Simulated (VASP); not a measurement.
# WC (P-6m2) in VASP: a series of runs

One crystal, WC, is run at these levels: PBE; tasks: relaxation of cell and atoms, vibrations by finite differences.

Program: VASP 6.6.1. These are calculated values, not measurements. Logs are shortened: lines on timing, memory, paths and dates and some standing lists are left out, and cuts for length are marked.

### 1 Starting point

Symmetry: P-6m2, No. 187, hexagonal system. Conventional cell: a = 2.907 Å, b = 2.907 Å, c = 2.837 Å, α = 90.00°, β = 90.00°, γ = 120.00°. Around W (site symmetry -6m2) lie 6 C at 2.20 Å. C (site symmetry -6m2) is surrounded by 6 W at 2.20 Å.

### 2 Relaxation of cell and atoms, PBE

Contents of INCAR:

```
SYSTEM = WC
PREC = Accurate
ENCUT = 520
EDIFF = 1E-7
ISMEAR = 0
SIGMA = 0.1
LREAL = .False.
LASPH = .True.
NELM = 100
ALGO = Normal
ISIF = 3
LWAVE = .False.
LCHARG = .False.
GGA = PE
IBRION = 2
NSW = 80
EDIFFG = -0.002
```

Contents of KPOINTS:

```
Automatic mesh
0
Gamma
  6 6 6
  0 0 0
```

Contents of POSCAR:

```
WC
1.0
    2.9065000000      0.0000000000      0.0000000000
   -1.4532500000      2.5171028400      0.0000000000
    0.0000000000      0.0000000000      2.8366000000
W C
1 1
Direct
    0.0000000000      0.0000000000      0.0000000000
    0.6666666700      0.3333333300      0.5000000000
```

Potentials or basis: VASP PAW PBE potentials, release 64 (W_sv, C).

The run is started by

```bash
cat potpaw_PBE.64/W_sv/POTCAR potpaw_PBE.64/C/POTCAR > POTCAR
mpirun -np 1 vasp_std > vasp.out
```

OUTCAR:

```text
SYSTEM = WC
   PREC = Accurate
   ENCUT = 520
   EDIFF = 1E-7
   ISMEAR = 0
   LREAL = .False.
   LASPH = .True.
   NELM = 100
   ISIF = 3
   GGA = PE
   IBRION = 2
   NSW = 80
   EDIFFG = -0.002

 ion  position               nearest neighbor table
   1  0.000  0.000  0.000-   2 2.20   2 2.20   2 2.20   2 2.20   2 2.20   2 2.20
   2  0.667  0.333  0.500-   1 2.20   1 2.20   1 2.20   1 2.20   1 2.20   1 2.20

  LATTYP: Found a hexagonal cell.
 ALAT       =     2.9065000000
 C/A-ratio  =     0.9759504559

  Lattice vectors:

 A1 = (   2.9065000000,   0.0000000000,   0.0000000000)
 A2 = (  -1.4532500000,   2.5171028400,   0.0000000000)
 A3 = (   0.0000000000,   0.0000000000,   2.8366000000)

Analysis of symmetry for initial positions (statically):
=====================================================================
 Subroutine PRICEL returns:
 Original cell was already a primitive cell.

 Routine SETGRP: Setting up the symmetry group for a
 hexagonal supercell.

 Subroutine GETGRP returns: Found 12 space group operations
 (whereof 12 operations were pure point group operations)
 out of a pool of 24 trial point group operations.

The static configuration has the point symmetry D_3h.

Analysis of symmetry for dynamics (positions and initial velocities):
=====================================================================
 Subroutine PRICEL returns:
 Original cell was already a primitive cell.

 Routine SETGRP: Setting up the symmetry group for a
 hexagonal supercell.

 Subroutine GETGRP returns: Found 12 space group operations
 (whereof 12 operations were pure point group operations)
 out of a pool of 24 trial point group operations.

The dynamic configuration has the point symmetry D_3h.

 Subroutine INISYM returns: Found 12 space group operations
 (whereof 12 operations are pure point group operations),
 and found     1 'primitive' translations

----------------------------------------------------------------------------------------

                                     Primitive cell

  volume of cell :      20.7525

  direct lattice vectors                    reciprocal lattice vectors
     2.906500000  0.000000000  0.000000000     0.344056425  0.198641069  0.000000000
    -1.453250000  2.517102840  0.000000000     0.000000000  0.397282139  0.000000000
     0.000000000  0.000000000  2.836600000     0.000000000  0.000000000  0.352534725

  length of vectors
     2.906500000  2.906500003  2.836600000     0.397282139  0.397282139  0.352534725

  position of ions in fractional coordinates (direct lattice)
     0.000000000  0.000000000  0.000000000
     0.666666670  0.333333330  0.500000000

  ion indices of the primitive-cell ions
   primitive index   ion index
                 1           1
                 2           2

----------------------------------------------------------------------------------------

 KPOINTS: Automatic mesh

Automatic generation of k-mesh.
 Grid dimensions read from file:
 generate k-points for:    6    6    6

 Generating k-lattice:

  Cartesian coordinates                     Fractional coordinates (reciprocal lattice)
     0.057342738  0.033106845  0.000000000     0.166666667  0.000000000  0.000000000
     0.000000000  0.066213690  0.000000000     0.000000000  0.166666667  0.000000000
     0.000000000  0.000000000  0.058755787     0.000000000  0.000000000  0.166666667

  Length of vectors
     0.066213690  0.066213690  0.058755787

  Shift w.r.t. Gamma in fractional coordinates (k-lattice)
     0.000000000  0.000000000  0.000000000

 Subroutine IBZKPT returns following result:
 ===========================================

 Found     28 irreducible k-points:

 Following reciprocal coordinates:
            Coordinates               Weight
  0.000000  0.000000  0.000000      1.000000
  0.166667  0.000000  0.000000      6.000000
  0.333333  0.000000  0.000000      6.000000
  0.500000  0.000000  0.000000      3.000000
  0.166667  0.166667  0.000000      6.000000
  0.333333  0.166667  0.000000     12.000000
[... 16 lines left out ...]
  0.166667  0.000000  0.500000      6.000000
  0.333333  0.000000  0.500000      6.000000
 [... further k-points ...]
   k-points           NKPTS =     28   k-points in BZ     NKDIM =     28   number of bands    NBANDS=     13
   number of dos      NEDOS =    301   number of ions     NIONS =      2
   total plane-waves  NPLWV =  13824
   dimension x,y,z NGX =    24 NGY =   24 NGZ =   24
   dimension x,y,z NGXF=    48 NGYF=   48 NGZF=   48
   ions per type =               1   1
   NGX,Y,Z   is equivalent  to a cutoff of  13.73, 13.73, 14.07 a.u.
   NGXF,Y,Z  is equivalent  to a cutoff of  27.46, 27.46, 28.13 a.u.
 SYSTEM =  WC
   PREC   = accura    normal or accurate (medium, high low for compatibility)
   ISTART =      0    job   : 0-new  1-cont  2-samecut
   ICHARG =      2    charge: 1-file 2-atom 10-const
   ISPIN  =      1    spin polarized calculation?
   LNONCOLLINEAR =      F non collinear calculations
   LSORBIT =      F    spin-orbit coupling
   LASPH  =      T    aspherical Exc in radial PAW
   ENCUT  =  520.0 eV  38.22 Ry    6.18 a.u.   5.40  5.40  5.27*2*pi/ulx,y,z
   NELM   =    100;   NELMIN=  2; NELMDL= -5     # of ELM steps
   EDIFF  = 0.1E-06   stopping-criterion for ELM
   LREAL  =      F    real-space projection
   EDIFFG = -.2E-02   stopping-criterion for IOM
   NSW    =     80    number of steps for IOM
   IBRION =      2    ionic relax: 0-MD 1-quasi-New 2-CG
   NFREE  =      1    steps in history (QN), initial steepest desc. (CG)
   ISIF   =      3    stress and relaxation
   ISYM   =      2    0-nonsym 1-usesym 2-fastsym
   POTIM  = 0.5000    time-step for ionic-motion
   TEBEG  =    0.0;   TEEND  =   0.0 temperature during run
   PSTRESS=    0.0 pullay stress
   NELECT =      18.0000    total number of electrons
   NUPDOWN=      -1.0000    fix difference up-down
   EMIN   =  10.00;   EMAX   =-10.00  energy-range for DOS
   EFERMI =   0.00;   METHOD = LEGACY
   ISMEAR =     0;   SIGMA  =   0.10  broadening in eV -4-tet -1-fermi 0-gaus
   EFERMI_NEDOS =   21; number of points for ismear=-14 and -15
   IALGO  =     38    algorithm
   IMIX   =      4    mixing-type and parameters
     AMIX     =   0.40;   BMIX     =  1.00
     AMIX_MAG =   1.60;   BMIX_MAG =  1.00
  volume/ion in A,a.u.               =      10.38        70.02
  Fermi-wavevector in a.u.,A,eV,Ry     =   1.561262  2.950358 33.164744  2.437540
  Thomas-Fermi vector in A             =   2.664353
   LORBIT       =      0    0 simple, 1 ext, 2 COOP (PROOUT), +10 PAW based schemes
   GGA     = PE    functional components
   LHFCALC =     F    Hartree Fock is set to
   AEXX    =    0.0000 exact exchange contribution
   IVDW    =     0    specifies the selected vdW correction
   LEPSILON=     F    determine dielectric tensor
   LRPA    =     F    only Hartree local field effects (RPA)
 conjugate gradient relaxation of ions
 non-spin polarized calculation
 Gauss-broadening in eV      SIGMA  =   0.10
  energy-cutoff  :      520.00
  volume of cell :       20.75
 maximum number of plane-waves:       580
 NGX is ok and might be reduce to    24
   NGX = 11   NGY = 11   NGZ = 11

--------------------------------------- Ionic step        1  -------------------------------------------

 number of electron      18.0000000 magnetization

 Free energy of the ion-electron system (eV)
  ---------------------------------------------------
  ext. energy  EPLUGINS =         0.00000000
  ---------------------------------------------------
  free energy    TOTEN  =       -22.43820603 eV

  energy without entropy =      -22.43477401  energy(sigma->0) =      -22.43649002

------------------------ aborting loop because EDIFF is reached ----------------------------------------

  FORCE on cell =-STRESS in cart. coord.  units (eV):
  Direction    XX          YY          ZZ          XY          YZ          ZX
  --------------------------------------------------------------------------------------
  -------------------------------------------------------------------------------------
  Total        0.9706025      0.9706025      0.6978213      0.0000000      0.0000000      0.0000000
  in kB       74.9346323     74.9346326     53.8747676      0.0000000      0.0000000      0.0000000
  external PRESSURE =      67.9146775 kB  Pullay stress =       0.0000000 kB
[... 273 lines left out ...]
  energy  without entropy=      -22.4426335839  energy(sigma->0) =      -22.44442064

--------------------------------------- Ionic step        9  -------------------------------------------

 number of electron      18.0000001 magnetization

 Free energy of the ion-electron system (eV)
  ---------------------------------------------------
  ext. energy  EPLUGINS =         0.00000000
  ---------------------------------------------------
  free energy    TOTEN  =       -22.44620812 eV

  energy without entropy =      -22.44263364  energy(sigma->0) =      -22.44442088

 E-fermi :  11.0780     XC(G=0): -13.7021

 val. band max:       10.9625479330   @ k =   0.0000   0.0000   0.0000
 cond. band min:      11.0910455186   @ k =   0.5000   0.0000   0.5000
 fundamental gap:      0.1284975856
 Fermi energy:        11.0780272104

 k-point     1 :       0.0000    0.0000    0.0000
  band No.  band energies     occupation
      1     -63.2145      2.00000
      2     -27.1872      2.00000
      3     -27.1036      2.00000
      4     -27.1036      2.00000
      5      -3.4848      2.00000
      6       6.6197      2.00000
      7       7.5408      2.00000
      8       7.5408      2.00000
      9      10.9625      1.89756
     10      13.9902      0.00000
     11      13.9902      0.00000
     12      16.3790      0.00000
     13      16.3790      0.00000
[... 353 lines left out ...]
 k-point    24 :       0.3333    0.0000    0.5000
  band No.  band energies     occupation
      1     -63.1369      2.00000
      2     -27.7833      2.00000
      3     -27.5774      2.00000
      4     -27.1635      2.00000
      5      -0.1556      2.00000
      6       4.3445      2.00000
      7       6.9976      2.00000
      8       7.2085      2.00000
      9       9.5334      2.00000
     10      13.4209      0.00000
     11      15.9483      0.00000
     12      16.3877      0.00000
     13      18.7911      0.00000

 [... further k-points ...]
[... 5 lines left out ...]
  --------------------------------------------------------------------------------------
  -------------------------------------------------------------------------------------
  Total       -0.0022764     -0.0022764      0.0026988      0.0000000     -0.0000000     -0.0000000
  in kB       -0.1727074     -0.1727074      0.2047610      0.0000000     -0.0000000     -0.0000000
  external PRESSURE =      -0.0468846 kB  Pullay stress =       0.0000000 kB
[... 17 lines left out ...]
  FREE ENERGIE OF THE ION-ELECTRON SYSTEM (eV)
  ---------------------------------------------------
  free  energy   TOTEN  =       -22.4462081173 eV

  energy  without entropy=      -22.4426336356  energy(sigma->0) =      -22.44442088

 reached required accuracy - stopping structural energy minimisation
```

Run time: 22 s. Hardware: 1 thread of Intel Xeon Platinum 8488C (Sapphire Rapids), shared host; peak memory 0.15 GiB.

What came out:

| Quantity | Value |
| --- | --- |
| Free energy | -22.4462 eV |
| Relaxed volume | 10.56 Å³/atom |
| Relaxed cell | a = 2.928 Å, b = 2.928 Å, c = 2.845 Å, α = 90.00°, β = 90.00°, γ = 120.00° |
| Space group after relaxing (to 0.05 Å) | P-6m2 (No. 187) |
| Energy gained by relaxing | 4.0 meV/atom |
| Ionic steps | 9 |
| Pressure after relaxing | 0.0 GPa |
| Band gap on the k mesh | none (metal or under the smearing width) |

Step by step:
| step | energy change (eV) | largest force (eV/Å) | pressure (GPa) | volume (Å³) |
| --- | --- | --- | --- | --- |
| 1 | 0.0000 | 0.0000 | 6.79 | 20.75 |
| 2 | 0.0426 | 0.0000 | -15.87 | 22.10 |
| 3 | -0.0078 | 0.0000 | -0.23 | 21.12 |
| 4 | -0.0078 | 0.0000 | -0.10 | 21.12 |
| 5 | -0.0078 | 0.0000 | 0.15 | 21.11 |
| 6 | -0.0080 | 0.0000 | 0.03 | 21.12 |
| 7 | -0.0080 | 0.0000 | 0.03 | 21.12 |
| 8 | -0.0080 | 0.0000 | -0.04 | 21.12 |
| 9 | -0.0080 | 0.0000 | 0.00 | 21.12 |

Final structure:
```
W C
1.0
     2.92782    0.00000    0.00000
    -1.46391    2.53557    0.00000
     0.00000    0.00000    2.84459
W C
1 1
Direct
  0.00000 0.00000 0.00000
  0.66667 0.33333 0.50000
```

Levels at points of the mesh, in eV from the Fermi level:
```tsv
k point	band 6	band 7	band 8	band 9	band 10	band 11	band 12	band 13
(0.00, 0.00, 0.00)	-4.46	-3.54	-3.54	-0.12	2.91	2.91	5.30	5.30
(0.50, 0.00, 0.00)	-7.20	-3.74	-3.74	-0.73	2.06	4.15	4.47	6.53
(0.00, 0.00, 0.50)	-8.78	-2.26	-2.26	-0.81	-0.81	3.42	4.21	4.21
(0.50, 0.00, 0.50)	-6.59	-4.50	-4.38	0.01	4.04	4.95	6.23	8.75
```

Caveat: the k mesh is coarse (spacing up to 0.42 Å⁻¹), so the values aren't converged. Zero-point motion and thermal expansion aren't in these numbers.

[end of part 1 of 2]
